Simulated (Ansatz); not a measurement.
## HfN in Ansatz: the effect of functional

Crystal: HfN.

```xyz
2
Lattice="0.0000 2.4216 2.4216 2.4216 0.0000 2.4216 2.4216 2.4216 0.0000" Properties=species:S:1:pos:R:3 pbc="T T T"
Hf    0.0000    0.0000    0.0000
N     1.2108    1.2108    1.2108
```

The cell comes from a database or a generator and needn't be the stable form of this composition.

The cell isn't the ideal one: volume scaled by 0.96.

Alike in all runs:

```yaml
Program: Ansatz 0.2.0
Task: single point
Potentials_or_basis: Ansatz PAW
k_mesh: 9 × 9 × 9
Occupations: fermi-dirac, width 0.05 eV
Spin: no spin polarisation
```

```tsv
functional	cutoff	pressure (GPa)
LDA	420 eV (not typed: the program's choice for these potentials)	?
PBEsol	420 eV (not typed: the program's choice for these potentials)	3.0
r2SCAN	500 eV (not typed: the program's choice for these potentials)	6.3
```

Task: What does the run with functional LDA give?

Result: Pressure -1.9 GPa.

Caveats: the PAW data sets come from PBE, with cores solved anew for the run's functional, which leaves a small shift of forces and pressure.
